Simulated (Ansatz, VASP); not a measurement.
# Al: VASP beside Ansatz

```
CELL_PARAMETERS angstrom
0.00000 2.01996 2.01996
2.01996 0.00000 2.01996
2.01996 2.01996 0.00000
ATOMIC_POSITIONS crystal
Al 0.00000 0.00000 0.00000
```

Alike in both runs: task single point; functional PBE; k mesh 13 × 13 × 13; occupations gaussian, width 0.01 eV; no spin polarisation.

|  | VASP | Ansatz |
| --- | --- | --- |
| version | VASP 6.6.1 | Ansatz 0.2.0 |
| potentials or method | VASP PAW PBE potentials, release 64 (Al) | plane waves (420 eV) with PAW, scalar-relativistic |
| plane-wave cutoff (eV) | 520 | 420 |
| valence electrons in the cell | 3 | 3 |

|  | VASP | Ansatz | Ansatz less VASP |
| --- | --- | --- | --- |
| pressure (GPa) | 0.1 | 0.1 | +0.04 |

The functional is the same, so the differences come from potentials, cutoffs and numerics.
